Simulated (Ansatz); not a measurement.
The following input was run with Ansatz 0.2.0.

```yaml
crystal:
  lattice:
    - [2.9918062454, 0.0, 0.0]
    - [-1.4959031227, 2.5909802117, 0.0]
    - [0.0, 0.0, 3.390719137]
  atoms:
    - { symbol: Mg, position: [0.0, 0.0, 0.0] }
    - { symbol: B, position: [0.3333333333, 0.6666666667, 0.5] }
    - { symbol: B, position: [0.6666666667, 0.3333333333, 0.5] }
basis:
  ecutwfc: 420
kpoints:
  mp_grid: { grid: [15, 15, 12] }
hamiltonian:
  xc: pbe
scf:
  occupations: { method: gaussian, width: 0.1 }
output:
  forces: true
  stress: true
  eigenvalues: true
relax:
  adjacent_minimum: "off"
  f_tol: 0.01
  max_steps: 30
  cell: { stress_tol: 0.1, fix: [volume] }
```

Launched with
```bash
ansatz run input.yaml --threads 1 --pin off --max-ram 2560MiB --backend cpu --events-out ev --progress --plain --runs-dir out
```

Method: Ansatz 0.2.0, DFT PBE, scalar-relativistic, plane waves, PAW.

From the run's log, abridged:

```
Pseudopotentials: kind: paw
Pseudopotential: Mg, paw, valence charge 10, recommended cutoff 420 eV (normal)
Pseudopotential: B, paw, valence charge 3, recommended cutoff 420 eV (normal)
Functional definition: PBE
Crystal: 3 atoms, lattice volume = 26.284 Å³
Basis set: ecut = 420 eV, 527 PW (Γ), exchange–correlation on 40×40×48 points (8 copies of the dense FFT grid, shifted against one another)
Bands: 12, of which v1, the nominal top of the filled ones, is band 8 counted from 1 (7 counted from 0)
Symmetry: 24 space group operations
Space group: P6/mmm (ITA 191), of the structure as read, at distance tolerance 3.0e-5 Å
k-points: 189 of 2700
Initial density: superposition of atomic densities (neutral atoms: chi_scale 0, normalization atom), corrected by the library's trained network
Initial wavefunctions: pseudopotential atomic-orbital guess
Functional: x = pbe(κ = 0.804, μ = 0.21951497), c = pbe(β = 0.06672455)
SCF iter   1: F=—  HF=-2235.902467 eV  |F-HF|=—  |Δ(HF+E_count)|=         —  Δρ=1.33e-3  dr2=3.21e-4  ethr=1.77e-3  ⟨swp⟩=5.0  Hψ=12231  notcnv=0
SCF iter   2: F=—  HF=-2235.903090 eV  |F-HF|=—  |Δ(HF+E_count)|=   6.23e-4  Δρ=8.14e-4  dr2=1.40e-4  ethr=2.01e-6  ⟨swp⟩=2.4  Hψ=5074  notcnv=0
SCF iter   3: F=—  HF=-2235.903111 eV  |F-HF|=—  |Δ(HF+E_count)|=   2.14e-5  Δρ=3.19e-4  dr2=1.14e-5  ethr=8.73e-7  ⟨swp⟩=2.0  Hψ=3560  notcnv=0
SCF iter   4: F=—  HF=-2235.903104 eV  |F-HF|=—  |Δ(HF+E_count)|=   7.27e-6  Δρ=1.06e-4  dr2=9.98e-7  ethr=7.12e-8  ⟨swp⟩=2.3  Hψ=3491  notcnv=0
SCF iter   5: F=-2235.903103 eV  HF=-2235.903103 eV  |F-HF|=5.84e-8  |Δ(HF+E_count)|=   5.90e-7  Δρ=1.46e-5  dr2=7.50e-8  ethr=6.24e-9  ⟨swp⟩=2.2  Hψ=3170  notcnv=0
SCF iter   6: F=-2235.903103 eV  HF=-2235.903103 eV  |F-HF|=1.86e-8  |Δ(HF+E_count)|=   1.28e-8  Δρ=9.94e-6  dr2=1.23e-8  ethr=4.69e-10  ⟨swp⟩=2.7  Hψ=7864  notcnv=0
SCF 1 converged in 6 iterations: F = -2235.903103 eV  dr2 = 1.23e-8
relax step   1: F+E_penalty+E_count = -2235.90310324 eV  Δ(F+E_penalty+E_count) = +0.000e0 eV  max|allowed force component| = 1.850e-17 eV/Å  Δτ_max = 0.0000 Å  P = +16.329 GPa  Ω = 26.284 Å³  fix = [volume]  reactions: volume +16.329 GPa (6 SCF iters, dr2 threshold 1.00e-7 eV, accepted)
Initial density: handed on by an earlier stage of this run
Initial wavefunctions: those handed on with the density
SCF iter   1: F=—  HF=-2235.903971 eV  |F-HF|=—  |Δ(HF+E_count)|=         —  Δρ=2.93e-4  dr2=2.13e-5  ethr=1.18e-7  ⟨swp⟩=2.0  Hψ=14813  notcnv=0
SCF iter   2: F=—  HF=-2235.903969 eV  |F-HF|=—  |Δ(HF+E_count)|=   2.92e-6  Δρ=1.20e-4  dr2=1.70e-6  ethr=1.18e-7  ⟨swp⟩=2.0  Hψ=2891  notcnv=0
SCF iter   3: F=-2235.903970 eV  HF=-2235.903969 eV  |F-HF|=2.10e-7  |Δ(HF+E_count)|=   7.75e-7  Δρ=5.00e-5  dr2=2.67e-7  ethr=1.87e-9  ⟨swp⟩=5.1  Hψ=10290  notcnv=0
SCF 2 converged in 3 iterations: F = -2235.903970 eV  dr2 = 2.67e-7
relax step   2: F+E_penalty+E_count = -2235.90396957 eV  Δ(F+E_penalty+E_count) = -8.663e-4 eV  max|allowed force component| = 8.943e-17 eV/Å  Δτ_max = 0.0000 Å  P = +16.073 GPa  Ω = 26.284 Å³  energy of the carried Pulay correction = -1.727e-5 eV  fix = [volume]  reactions: volume +16.073 GPa (3 SCF iters, dr2 threshold 3.00e-7 eV, accepted)
SCF iter   1: F=—  HF=-2235.904049 eV  |F-HF|=—  |Δ(HF+E_count)|=         —  Δρ=1.67e-4  dr2=5.60e-6  ethr=3.19e-8  ⟨swp⟩=2.0  Hψ=14763  notcnv=0
SCF iter   2: F=—  HF=-2235.904047 eV  |F-HF|=—  |Δ(HF+E_count)|=   1.14e-6  Δρ=7.55e-5  dr2=6.22e-7  ethr=3.19e-8  ⟨swp⟩=2.0  Hψ=2876  notcnv=0
SCF iter   3: F=-2235.904048 eV  HF=-2235.904048 eV  |F-HF|=6.92e-8  |Δ(HF+E_count)|=   4.09e-7  Δρ=2.83e-5  dr2=8.97e-8  ethr=1.87e-9  ⟨swp⟩=5.0  Hψ=9949  notcnv=0
SCF 3 converged in 3 iterations: F = -2235.904048 eV  dr2 = 8.97e-8
relax step   3: F+E_penalty+E_count = -2235.90404786 eV  Δ(F+E_penalty+E_count) = -7.830e-5 eV  max|allowed force component| = 1.727e-16 eV/Å  Δτ_max = 0.0000 Å  P = +15.966 GPa  Ω = 26.284 Å³  energy of the carried Pulay correction = -2.445e-5 eV  fix = [volume]  reactions: volume +15.966 GPa (3 SCF iters, dr2 threshold 3.00e-7 eV, accepted)
Basis set: ecut = 420 eV, 527 PW (Γ), exchange–correlation on 48×48×48 points (8 copies of the dense FFT grid, shifted against one another)
Initial wavefunctions: pseudopotential atomic-orbital guess (no wavefunctions were taken with the density)
SCF iter   1: F=—  HF=-2235.904100 eV  |F-HF|=—  |Δ(HF+E_count)|=         —  Δρ=4.47e-5  dr2=1.02e-7  ethr=3.50e-8  ⟨swp⟩=3.3  Hψ=18580  notcnv=0
SCF iter   2: F=—  HF=-2235.904092 eV  |F-HF|=—  |Δ(HF+E_count)|=   8.21e-6  Δρ=2.26e-5  dr2=2.38e-8  ethr=6.37e-10  ⟨swp⟩=2.4  Hψ=3397  notcnv=0
SCF iter   3: F=—  HF=-2235.904092 eV  |F-HF|=—  |Δ(HF+E_count)|=   2.22e-7  Δρ=2.75e-6  dr2=1.85e-9  ethr=1.49e-10  ⟨swp⟩=2.5  Hψ=2977  notcnv=0
SCF iter   4: F=-2235.904092 eV  HF=-2235.904092 eV  |F-HF|=2.05e-11  |Δ(HF+E_count)|=  9.64e-10  Δρ=3.54e-7  dr2=1.48e-11  ethr=1.00e-12  ⟨swp⟩=3.0  Hψ=8836  notcnv=0
SCF 4 converged in 4 iterations: F = -2235.904092 eV  dr2 = 1.48e-11
SCF converged after 4 iterations
Free energy (F): -2235.904092 eV
Harris-Foulkes:  -2235.904092 eV  (|F-HF|=2.05e-11)
Internal energy: -2235.899739 eV  (E = F + TS)
E sigma→0 (E₀):  -2235.901915 eV
Entropy (-TS):   -0.004354 eV (-1.451 meV/atom)
Fermi energy:    10.366262 eV
--- Per-component energies (eV) ---
  E_band       = -274.941258
  E_kinetic    = 178.987537
  E_local      = -1475.819581  (includes V_loc(G=0)·N_el)
  E_nonlocal   = 118.505914
  E_hartree    = 525.978426
  E_xc         = -95.994274
  E_vxc        = -117.336567  (∫ρ·V_xc dr)
  E_paw        = -448.693149  (= ΣΔE_a)
  E_vpaw       = -31.235480  (= ΣTr[D̂ρ^β])
  E_aug_tail   = -0.000001  (compensation charges beyond the density's cutoff)
  E_ewald      = -1038.864612
  E_smearing   = -0.004354  (= −TS)
--- Forces (eV/Å), atoms counted from 1 ---
  atom   1  Mg     0.00000000     0.00000000     0.00000000
  atom   2  B      0.00000000     0.00000000     0.00000000
  atom   3  B      0.00000000     0.00000000     0.00000000
--- Stress (GPa, compression-positive) ---
       15.976837       0.000000       0.000000
        0.000000      15.976837       0.000000
        0.000000       0.000000      15.949664
  P = ⅓ Tr σ = 15.9678 GPa (159.678 kbar)
--- Band table (eV; the first three rows and the last of 189) ---
  k-point 0: bands = ["-64.5261", "-31.2669", "-31.2669", "-31.2643", "-2.6457", "7.4125", "10.7086", "10.7086", "12.5356", "16.9393", "16.9393", "19.2565"]
  k-point 1: bands = ["-64.5261", "-31.2668", "-31.2668", "-31.2652", "-2.5776", "6.8966", "10.7365", "10.7365", "13.2033", "16.9581", "16.9581", "19.2120"]
  k-point 2: bands = ["-64.5260", "-31.2676", "-31.2666", "-31.2666", "-2.3783", "5.8074", "10.8148", "10.8148", "14.7460", "17.0106", "17.0106", "19.0991"]
  k-point 188: bands = ["-64.5198", "-31.3040", "-31.3040", "-31.2666", "3.8366", "3.8366", "4.8325", "8.1675", "8.1675", "14.4711", "22.7607", "23.1930"]
--- Relaxed structure (3 steps of the walk, 3 accepted, 1 SCFs on fresh bases) ---
  F+E_penalty+E_count = -2235.90409214 eV   max|allowed force component| = 1.542e-16 eV/Å   (the final SCF, on the basis selected at the relaxed cell)
  cell:  # Å, volume = 26.2839 Å³
    - [2.99992449, 0.0, 0.0]
    - [-1.49996224, 2.59801082, 0.0]
    - [0.0, 0.0, 3.37239236]
  atoms:
    - { symbol: Mg, position: [0.0, 0.0, 0.0] }
    - { symbol: B, position: [0.33333333, 0.66666666, 0.49999999] }
    - { symbol: B, position: [0.66666666, 0.33333333, 0.49999999] }
```

The relaxation met its thresholds.

The run took 16 s on 1 thread of Arm Neoverse V1, on a shared host, peak memory 0.34 GiB.